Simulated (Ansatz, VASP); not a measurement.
## ZnS: VASP beside Ansatz

Aim: how closely do two programs agree when they are given the same cell, functional and k mesh? The structure shown is the end of the Ansatz relaxation below.

Program: Ansatz 0.2.0. Level of theory: plane waves, with VASP 6.6.1 beside it; single point at PBEsol. Results are calculated unless marked as measured.

**1. Set-up**

Symmetry: F-43m, No. 216, cubic system. The conventional cell has a = 5.357 Å, b = 5.357 Å, c = 5.357 Å, α = 90.00°, β = 90.00°, γ = 90.00°. Zn has 4 S at 2.32 Å nearest. Nearest to S lie 4 Zn at 2.32 Å. Farther neighbours and most contacts between anions are not listed.

**2. Ansatz: relaxation, PBEsol**

Ansatz runs on its PAW soft_1 files.

This run makes the geometry at which the two programs are then compared.

Contents of input.yaml:

```yaml
crystal:
  lattice:
    - [3.787689, 0.0, 0.0]
    - [-1.8938445, 3.2802348956, 0.0]
    - [0.0, 0.0, 9.277905]
  atoms:
    - { symbol: Zn, position: [0.0, 0.0, 0.0] }
    - { symbol: Zn, position: [0.3333333, 0.6666667, 0.3333333] }
    - { symbol: Zn, position: [0.6666667, 0.3333333, 0.6666667] }
    - { symbol: S, position: [0.0, 0.0, 0.75] }
    - { symbol: S, position: [0.3333333, 0.6666667, 0.0833333] }
    - { symbol: S, position: [0.6666667, 0.3333333, 0.4166667] }
kpoints:
  mp_grid: { grid: [8, 8, 3] }
scf:
  occupations: { method: fermi_dirac, width: 0.02 }
hamiltonian:
  xc: pbesol
  pseudopotentials: { kind: paw, azcp: { folder: soft_1 }, xc_functional: pbe }
basis:
  ecutwfc: 600
output:
  forces: true
  stress: true
relax:
  f_tol: 0.005
  max_steps: 70
  cell: { stress_tol: 0.02, p_target: 0, fix: [a, b, alpha, beta, gamma] }
```

Run with:

```bash
ansatz run input.yaml --threads 4 --pin off --max-ram 18432MiB --backend cpu --events-out ev --progress --plain --runs-dir out
```

Numbers of over 12 decimals in the logs are rounded to 6 here.

The program printed:

```text
Engine: ansatz 0.2.0, aarch64-unknown-linux-gnu
Pseudopotentials: kind: paw
Pseudopotential: Zn, paw, valence charge 12, recommended cutoff 420 eV (normal), soft_1/Zn.paw.azcp
Pseudopotential: S, paw, valence charge 6, recommended cutoff 420 eV (normal), soft_1/S.paw.azcp
Functional definition: PBEsol
  exchange = pbesol_x
  correlation = pbesol_c
Crystal: 6 atoms, lattice volume = 115.273 Å³
Basis set: ecut = 600 eV, 3787 PW (Γ), exchange–correlation on 64×64×150 points (8 copies of the dense FFT grid, shifted against one another)
Bands: 33, of which v1, the nominal top of the filled ones, is band 27 counted from 1 (26 counted from 0)
Symmetry: 18 space group operations
Space group: F-43m (ITA 216), of the structure as read, at distance tolerance 4.9e-5 Å
k-points: 25 of 192 (time reversal used)
Non-local potential: Zn, projectors of the file, l = 0: 2, l = 1: 2, l = 2: 3, l = 3: 1
Non-local potential: S, projectors of the file, l = 0: 2, l = 1: 2, l = 2: 1
PAW form: soft (Blöchl's): semilocal exchange-correlation on the pseudo side does not see the compensation charge
PAW frozen core: Zn, regenerated for the run's functional, and the local potential with it (the file was generated under x = pbe(κ = 0.804, μ = 0.219515), c = pbe(β = 0.066725))
PAW frozen core: S, regenerated for the run's functional, and the local potential with it (the file was generated under x = pbe(κ = 0.804, μ = 0.219515), c = pbe(β = 0.066725))
PAW one-centre angular grid: Zn, 590 points (default); XC on 64 Gauss nodes
PAW one-centre angular grid: S, 110 points (default); XC on 64 Gauss nodes
Initial density: superposition of atomic densities (chi_scale 0.1, normalization cell, long waves kept (reshape's long-wave potential 0.00 eV rms))
Initial wavefunctions: pseudopotential atomic-orbital guess
Functional: x = pbesol(κ = 0.804, μ = 0.123457), c = pbesol(β = 0.046)
SCF iter   1: F=—  HF=-12502.598577 eV  |F-HF|=—  |Δ(HF+E_count)|=         —  Δρ=3.91e-2  dr2=1.00e0  ethr=3.10e-3  ⟨swp⟩=7.8  Hψ=4192  notcnv=0
preconditioner: auto → Resta (q_TF=auto, 2.404 Å⁻¹)  ε∞=6.3  [insulator: Δε(μ)=2.287 eV  Ē_g=11.000 eV  σ=0.020 eV  W_gap=1.00  n_scr=36 (ndim 8)  ℏωp=25.4 eV  f_vac=0.000  D(μ)=0.00/eV (n_scr^D=0)  ε∞_Penn≈6.3]
SCF iter   2: F=—  HF=-12502.385086 eV  |F-HF|=—  |Δ(HF+E_count)|=   2.13e-1  Δρ=1.62e-2  dr2=2.24e-1  ethr=1.86e-3  ⟨swp⟩=2.2  Hψ=1600  notcnv=0  defer=41
SCF iter   3: F=—  HF=-12502.353309 eV  |F-HF|=—  |Δ(HF+E_count)|=   3.18e-2  Δρ=9.89e-3  dr2=7.18e-2  ethr=4.14e-4  ⟨swp⟩=2.0  Hψ=1491  notcnv=0  defer=42
SCF iter   4: F=—  HF=-12502.332472 eV  |F-HF|=—  |Δ(HF+E_count)|=   2.08e-2  Δρ=3.44e-3  dr2=8.34e-3  ethr=1.33e-4  ⟨swp⟩=2.0  Hψ=1733  notcnv=0  defer=42
SCF iter   5: F=—  HF=-12502.334890 eV  |F-HF|=—  |Δ(HF+E_count)|=   2.42e-3  Δρ=5.20e-4  dr2=3.47e-4  ethr=1.54e-5  ⟨swp⟩=2.0  Hψ=1457  notcnv=0  defer=42
SCF iter   6: F=—  HF=-12502.335176 eV  |F-HF|=—  |Δ(HF+E_count)|=   2.87e-4  Δρ=2.86e-4  dr2=9.05e-5  ethr=6.43e-7  ⟨swp⟩=2.0  Hψ=1357  notcnv=0  defer=42
SCF iter   7: F=—  HF=-12502.335281 eV  |F-HF|=—  |Δ(HF+E_count)|=   1.04e-4  Δρ=8.19e-5  dr2=3.87e-6  ethr=1.68e-7  ⟨swp⟩=2.1  Hψ=1403  notcnv=0  defer=42
SCF iter   8: F=—  HF=-12502.335286 eV  |F-HF|=—  |Δ(HF+E_count)|=   4.84e-6  Δρ=2.68e-5  dr2=3.68e-7  ethr=7.17e-9  ⟨swp⟩=2.0  Hψ=1448  notcnv=0  defer=42
SCF iter   9: F=-12502.335286 eV  HF=-12502.335286 eV  |F-HF|=4.76e-9  |Δ(HF+E_count)|=   1.04e-7  Δρ=1.45e-6  dr2=3.54e-9  ethr=1.85e-10  ⟨swp⟩=5.1  Hψ=3505  notcnv=0
SCF 1 converged in 9 iterations: F = -12502.335286 eV  dr2 = 3.54e-9
  greatest PAW one-centre occupation: 0.982 electrons in one spin orbital (limit 2), on the Zn atom at site 2 (counted from 0), in its partial waves of l = 2
relax step   1: F+E_penalty+E_count = -12502.33528562 eV  Δ(F+E_penalty+E_count) = +0.000e0 eV  max|allowed force component| = 1.381e-4 eV/Å  Δτ_max = 0.0000 Å  P = -0.002 GPa  Ω = 115.273 Å³  fix = [a, b, alpha, beta, gamma]  reactions: a -0.000, b -0.000 GPa  (9 SCF iters, dr2 threshold 1.00e-7 eV, accepted)
Initial density: handed on by an earlier stage of this run
Initial wavefunctions: pseudopotential atomic-orbital guess (no wavefunctions were taken with the density)
iter 1 solved again at ethr=2.30e-7 eV; its pass at ethr=3.10e-3 eV (dr2=1.24e-4 eV) is discarded
SCF iter   1: F=—  HF=-12502.335258 eV  |F-HF|=—  |Δ(HF+E_count)|=         —  Δρ=3.63e-6  dr2=9.80e-9  ethr=2.30e-7  ⟨swp⟩=4.0  Hψ=6929  notcnv=0
eigensolver tolerance schedule: the retry pair's looser diagonalisation over-reported the residual by 12649.21 of it (diagonalisation noise at 14.84 of the residual, at the tolerance the schedule requests for it); recorded, not acted on — ethr = c·dr2/N_el stays at c = 1.0e-1
preconditioner: auto → Resta (q_TF=auto, 2.404 Å⁻¹)  ε∞=6.7  [insulator: Δε(μ)=2.082 eV  Ē_g=10.671 eV  σ=0.020 eV  W_gap=1.00  n_scr=36 (ndim 8)  ℏωp=25.4 eV  f_vac=0.016  D(μ)=0.00/eV (n_scr^D=0)  ε∞_Penn≈6.7]
SCF iter   2: F=—  HF=-12502.335286 eV  |F-HF|=—  |Δ(HF+E_count)|=   2.76e-5  Δρ=4.37e-6  dr2=1.18e-8  ethr=1.81e-11  ⟨swp⟩=4.1  Hψ=2615  notcnv=0
SCF iter   3: F=—  HF=-12502.335286 eV  |F-HF|=—  |Δ(HF+E_count)|=   2.33e-9  Δρ=2.06e-6  dr2=3.34e-9  ethr=1.81e-11  ⟨swp⟩=2.0  Hψ=1199  notcnv=0
SCF iter   4: F=—  HF=-12502.335286 eV  |F-HF|=—  |Δ(HF+E_count)|=   1.49e-9  Δρ=6.59e-7  dr2=3.34e-10  ethr=6.19e-12  ⟨swp⟩=2.0  Hψ=1330  notcnv=0
SCF iter   5: F=—  HF=-12502.335286 eV  |F-HF|=—  |Δ(HF+E_count)|=  3.71e-10  Δρ=1.07e-6  dr2=6.19e-10  ethr=1.00e-12  ⟨swp⟩=2.2  Hψ=1402  notcnv=0
SCF iter   6: F=—  HF=-12502.335286 eV  |F-HF|=—  |Δ(HF+E_count)|=  9.46e-11  Δρ=3.06e-7  dr2=5.89e-11  ethr=1.00e-12  ⟨swp⟩=2.0  Hψ=1139  notcnv=0
SCF iter   7: F=—  HF=-12502.335286 eV  |F-HF|=—  |Δ(HF+E_count)|=  7.28e-12  Δρ=2.11e-7  dr2=2.52e-11  ethr=1.00e-12  ⟨swp⟩=1.0  Hψ=825  notcnv=0
SCF iter   8: F=-12502.335286 eV  HF=-12502.335286 eV  |F-HF|=7.28e-12  |Δ(HF+E_count)|=  5.46e-12  Δρ=6.17e-8  dr2=2.06e-12  ethr=1.00e-12  ⟨swp⟩=5.0  Hψ=4328  notcnv=0
SCF 2 converged in 8 iterations: F = -12502.335286 eV  dr2 = 2.06e-12
relax step   2: F+E_penalty+E_count = -12502.33528562 eV  Δ(F+E_penalty+E_count) = -5.839e-10 eV  max|allowed force component| = 1.380e-4 eV/Å  Δτ_max = 0.0000 Å  P = -0.002 GPa  Ω = 115.273 Å³  fix = [a, b, alpha, beta, gamma]  reactions: a -0.000, b -0.000 GPa  stress off target by 5.86e-3 GPa on what of the cell is left free  SCF on the basis re-selected at this cell (its energy is not comparable with the rows above)  (8 SCF iters)
basis re-selected at this cell: Δ(F+E_penalty+E_count) = -5.839e-10 eV, ΔP = -0.000 GPa vs the last step (what re-selecting the basis moved, of the pressure what is left beyond the Pulay correction that the steps carried, after the strain that the cell walked since its last selection, with what the two solves' SCF thresholds leave and, on support functions, any second-order correction that the steps lacked; it is no  [...]
SCF converged after 8 iterations
Free energy (F): -12502.335286 eV
Harris-Foulkes:  -12502.335286 eV  (|F-HF|=7.28e-12)
Internal energy: -12502.335286 eV  (E = F + TS)
E sigma→0 (E₀):  -12502.335286 eV
Fermi energy:    7.068691 eV
--- Per-component energies (eV) ---
  E_band       = 20.642054
  E_kinetic    = 761.007534
  E_local      = -6754.979995  (includes V_loc(G=0)·N_el)
  E_nonlocal   = 2569.365332
  E_hartree    = 2569.269685
  E_xc         = -498.011913
  E_vxc        = -402.765795  (∫ρ·V_xc dr)
  E_paw        = -7358.153702  (= ΣΔE_a)
  E_vpaw       = -1290.524311  (= ΣTr[D̂ρ^β])
  E_aug_tail   = 0.000042  (compensation charges beyond the density's cutoff)
  E_ewald      = -3793.410184
  E_core_change = 2.577916  (= ΣΔE_core)
  E_smearing   = -0.000000  (= −TS)
  E_closure    = 0.000000  (closes the sum)
  Σ components = -12502.335286   (vs F -12502.335286, Δ=0.00e0)
--- Forces (eV/Å), atoms counted from 1 ---
  atom   1  Zn     0.00000000    -0.00000000    -0.00013803
  atom   2  Zn     0.00000000    -0.00000000    -0.00013803
  atom   3  Zn     0.00000000    -0.00000000    -0.00013803
  atom   4  S     -0.00000000     0.00000000     0.00013802
  atom   5  S      0.00000000     0.00000000     0.00013802
  atom   6  S      0.00000000     0.00000000     0.00013802
  max |Σ_I F_I| component: 1.97e-8 eV/Å
--- Stress (GPa, compression-positive) ---
       -0.000221      -0.000000      -0.000000
        0.000000      -0.000221      -0.000000
        0.000000      -0.000000      -0.005860
  P = ⅓ Tr σ = -0.0021 GPa (-0.021 kbar)
--- Relaxed structure (1 steps of the walk, 1 accepted, 1 SCFs on fresh bases) ---
  F+E_penalty+E_count = -12502.33528562 eV   max|allowed force component| = 1.380e-4 eV/Å   (the final SCF, on the basis selected at the relaxed cell)
  cell:  # Å, volume = 115.2734 Å³
    - [3.787689, 0.0, 0.0]
    - [-1.893844, 3.280235, 0.0]
    - [0.0, 0.0, 9.277905]
  atoms:
    - { symbol: Zn, position: [0.0, 0.0, 0.0] }
    - { symbol: Zn, position: [0.333333, 0.666667, 0.333333] }
    - { symbol: Zn, position: [0.666667, 0.333333, 0.666667] }
    - { symbol: S, position: [0.0, 0.0, 0.75] }
    - { symbol: S, position: [0.333333, 0.666667, 0.083333] }
    - { symbol: S, position: [0.666667, 0.333333, 0.416667] }
```

Reading the cycles: dr2 is the Hartree energy of the density residual (eV), the measure of convergence; HF is the Harris–Foulkes estimate of the energy, which meets the free energy F at convergence.

**3. VASP: single point, PBEsol, pair 1**

The same cell, functional, mesh and smearing now go to VASP, with its own data sets.

Lines of VASP's logs that name or quote its potential files are left out, and so is its time.

Contents of INCAR:

```
SYSTEM = ZnS
PREC = Accurate
ENCUT = 500
EDIFF = 1E-06
NELM = 120
ISMEAR = -1
SIGMA = 0.02
LREAL = .FALSE.
ALGO = Normal
GGA = PS
NBANDS = 33
LORBIT = 11
LWAVE = .FALSE.
LCHARG = .FALSE.
ISIF = 2
LASPH = .TRUE.
GGA_COMPAT = .FALSE.
EFERMI = MIDGAP
KPAR = 2
```

Contents of POSCAR:

```
ZnS
1.0
    3.7876890000      0.0000000000      0.0000000000
   -1.8938445000      3.2802348956      0.0000000000
    0.0000000000      0.0000000000      9.2779050000
Zn S
3 3
Direct
    1.0000000000      1.0000000000      0.0000000000
    0.3333333333      0.6666666667      0.3333333333
    0.6666666667      0.3333333333      0.6666666667
    1.0000000000      1.0000000000      0.7500000000
    0.3333333333      0.6666666667      0.0833333333
    0.6666666667      0.3333333333      0.4166666667
```

Contents of KPOINTS:

```
Automatic mesh
0
Gamma
8 8 3
0 0 0
```

PAW data sets: Zn and S (PBE family, release 64).

Run with:

```bash
mpirun -np 2 vasp_std
```

The program printed:

```text
[banner, memory and clock lines left out]
running    2 mpi-ranks, on    1 nodes
 distrk:  each k-point on    1 cores,    2 groups
 distr:  one band on    1 cores,    1 groups

 POSCAR found type information on POSCAR ZnS
 POSCAR found :  2 types and       6 ions
|                                                                             |
|               ----> ADVICE to this user running VASP <----                  |
|                                                                             |
|     You enforced a specific xc type in the INCAR file but a different       |
|     [... a line on the potential file left out ...]
|     I HOPE YOU KNOW WHAT YOU ARE DOING!                                     |
|                                                                             |

 LDA part: xc-table for (Slater+PW92), standard interpolation
 POSCAR, INCAR and KPOINTS ok, starting setup
 FFT: planning ... GRIDC
 FFT: planning ... GRID_SOFT
 FFT: planning ... GRID
 WAVECAR not read
 entering main loop
       N       E                     dE             d eps       ncg     rms          rms(c)
DAV:   1     0.396777819039E+03    0.39678E+03   -0.25386E+04  1650   0.193E+03
DAV:   2     0.217882801952E+02   -0.37499E+03   -0.36674E+03  1682   0.411E+02
DAV:   3    -0.225091292786E+02   -0.44297E+02   -0.44008E+02  1902   0.139E+02
DAV:   4    -0.239639422273E+02   -0.14548E+01   -0.14513E+01  1959   0.254E+01
DAV:   5    -0.239892270810E+02   -0.25285E-01   -0.25272E-01  2034   0.342E+00    0.122E+01
DAV:   6    -0.227468068865E+02    0.12424E+01   -0.32732E+00  2363   0.474E+01    0.936E+00
DAV:   7    -0.228060409864E+02   -0.59234E-01   -0.30790E+00  1757   0.859E+00    0.365E+00
DAV:   8    -0.227677246190E+02    0.38316E-01   -0.14254E-01  2147   0.402E+00    0.966E-01
DAV:   9    -0.227653591155E+02    0.23655E-02   -0.46236E-02  2211   0.259E+00    0.276E-01
DAV:  10    -0.227654472416E+02   -0.88126E-04   -0.18756E-03  2016   0.539E-01    0.185E-01
DAV:  11    -0.227656205871E+02   -0.17335E-03   -0.50094E-04  2509   0.221E-01    0.676E-02
DAV:  12    -0.227656190769E+02    0.15102E-05   -0.93171E-05  1992   0.169E-01    0.187E-02
DAV:  13    -0.227656255643E+02   -0.64874E-05   -0.39878E-05  1932   0.317E-02    0.108E-02
DAV:  14    -0.227656229071E+02    0.26572E-05   -0.57180E-06  1897   0.143E-02    0.509E-03
DAV:  15    -0.227656227030E+02    0.20408E-06   -0.11450E-06   995   0.611E-03
   1 F= -.22765623E+02 E0= -.22765623E+02  d E =0.000000E+00
```

OUTCAR, selected parts (step 3):

```text
ion  position               nearest neighbor table
   1  0.000  0.000  0.000-   4 2.32   5 2.32   5 2.32   5 2.32
   2  0.333  0.667  0.333-   5 2.32   6 2.32   6 2.32   6 2.32
   3  0.667  0.333  0.667-   6 2.32   4 2.32   4 2.32   4 2.32
   4  0.000  0.000  0.750-   1 2.32   3 2.32   3 2.32   3 2.32
   5  0.333  0.667  0.083-   2 2.32   1 2.32   1 2.32   1 2.32
   6  0.667  0.333  0.417-   3 2.32   2 2.32   2 2.32   2 2.32

  LATTYP: Found a hexagonal cell.
 ALAT       =     3.7876890000
 C/A-ratio  =     2.4494896492

 Subroutine GETGRP returns: Found  6 space group operations
 (whereof  6 operations were pure point group operations)

The static configuration has the point symmetry C_3v.

 Found     25 irreducible k-points:

   k-points           NKPTS =     25   k-points in BZ     NKDIM =     25   number of bands    NBANDS=     33

   dimension x,y,z NGX =    28 NGY =   28 NGZ =   70
   dimension x,y,z NGXF=    56 NGYF=   56 NGZF=  140

   ENCUT  =  500.0 eV  36.75 Ry    6.06 a.u.   6.91  6.91 16.92*2*pi/ulx,y,z

   NELECT =      54.0000    total number of electrons

 k-points in reciprocal lattice and weights: Automatic mesh
   0.00000000  0.00000000  0.00000000       0.005
   0.12500000  0.00000000  0.00000000       0.031
   0.25000000  0.00000000  0.00000000       0.031
   0.37500000  0.00000000  0.00000000       0.031
   0.50000000  0.00000000  0.00000000       0.016
   0.12500000  0.12500000  0.00000000       0.031
   0.25000000  0.12500000  0.00000000       0.062
   0.37500000  0.12500000  0.00000000       0.062
   0.25000000  0.25000000  0.00000000       0.031
[...]
0.25000000  0.25000000  0.33333333       0.062
   0.37500000  0.25000000  0.33333333       0.062

 average (electrostatic) potential at core
       1 -35.9005       2 -35.9005       3 -35.9005       4 -88.5022       5 -88.5022
       6 -88.5022

 E-fermi :   3.3101

 k-point     1 :       0.0000    0.0000    0.0000
  band No.  band energies     occupation
    ...
     23       1.5502      2.00000
     24       1.5502      2.00000
     25       2.2638      2.00000
     26       2.2639      2.00000
     27       2.2639      2.00000
     28       4.3564      0.00000
     29       5.6461      0.00000
     30       5.6461      0.00000
     31       8.5522      0.00000
     32       8.5522      0.00000
    ...

 k-point     2 :       0.1250    0.0000    0.0000
  band No.  band energies     occupation
    ...
     23       1.1412      2.00000
     24       1.2561      2.00000
     25       1.5757      2.00000
     26       2.0436      2.00000
     27       2.1225      2.00000
     28       5.1743      0.00000
     29       6.3177      0.00000
     30       6.3930      0.00000
     31       8.3064      0.00000
     32       8.4527      0.00000
    ...

 k-point     3 :       0.2500    0.0000    0.0000
  band No.  band energies     occupation
    ...
     23       0.1634      2.00000
     24       0.5669      2.00000
     25       1.3070      2.00000
     26       1.5700      2.00000
     27       1.7036      2.00000
     28       6.0202      0.00000
     29       6.4252      0.00000
     30       7.0878      0.00000
     31       7.5163      0.00000
     32       8.2371      0.00000
    ...

  Total        0.1222247      0.1222247      0.1175264      0.0000000      0.0000000     -0.0000000
  in kB        1.6987932      1.6987932      1.6334917      0.0000000      0.0000000     -0.0000000
  external PRESSURE =       1.6770260 kB  Pullay stress =       0.0000000 kB

  energy-cutoff  :      500.00
  volume of cell :      115.27
      direct lattice vectors                 reciprocal lattice vectors
     3.787689000  0.000000000  0.000000000     0.264013228  0.152428108  0.000000000
    -1.893844500  3.280234896  0.000000000     0.000000000  0.304856217  0.000000000
     0.000000000  0.000000000  9.277905000     0.000000000  0.000000000  0.107782953

 POSITION                                       TOTAL-FORCE (eV/Angst)
 -----------------------------------------------------------------------------------
      0.00000      0.00000      0.00000        -0.000000     -0.000000     -0.000137
     -0.00000      2.18682      3.09263        -0.000000     -0.000000     -0.000137
      1.89384      1.09341      6.18527        -0.000000     -0.000000     -0.000137
      0.00000      0.00000      6.95843         0.000000      0.000000      0.000137
     -0.00000      2.18682      0.77316         0.000000      0.000000      0.000137
      1.89384      1.09341      3.86579         0.000000      0.000000      0.000137
 -----------------------------------------------------------------------------------
    total drift:                                0.000003      0.000001     -0.000018

  FREE ENERGIE OF THE ION-ELECTRON SYSTEM (eV)
  ---------------------------------------------------
  free  energy   TOTEN  =       -22.7656227030 eV

  energy  without entropy=      -22.7656227030  energy(sigma->0) =      -22.76562270

 total charge
# of ion       s       p       d       tot
------------------------------------------
    1        0.533   0.505   9.801  10.839
    2        0.533   0.505   9.801  10.839
    3        0.533   0.505   9.801  10.839
    4        1.308   2.423   0.000   3.731
    5        1.308   2.423   0.000   3.731
    6        1.308   2.423   0.000   3.731
--------------------------------------------------
tot          5.523   8.784  29.404  43.711

[... 3 further parts left out ...]
```

The run ends at a pressure of 0.17 GPa, with forces up to 1.4e-4 eV/Å.

**4. Differences**

Known differences besides the potentials themselves: the cutoff is 600 eV in Ansatz and 500 eV in VASP; Ansatz makes its cores anew for this functional, VASP keeps those of its PBE data sets; Ansatz's pressure holds a Pulay correction, VASP's none. Total energies have different zeros and are not compared.

Compared:

```tsv
quantity	Ansatz	VASP	difference
pressure (GPa)	0.00	0.17	-0.17
gap on the k mesh (eV)	2.082	2.092	-0.010
```

A gap on the mesh is an upper bound, since the band edges may lie between its points.

[end of part 1 of 2]

[Lines on the potential files, build, host, timing and source positions are cut from VASP's logs without a mark.]

[Logs are printed without paths, hosts, clocks, repeated set-up lines and the standing remarks that a program may print on its own settings, such as how far it seeks lower states.]

[Hosts, paths, dates, database ids (printed as entryN), source tags and the programs' standing remarks are cut or masked in the printed files.]
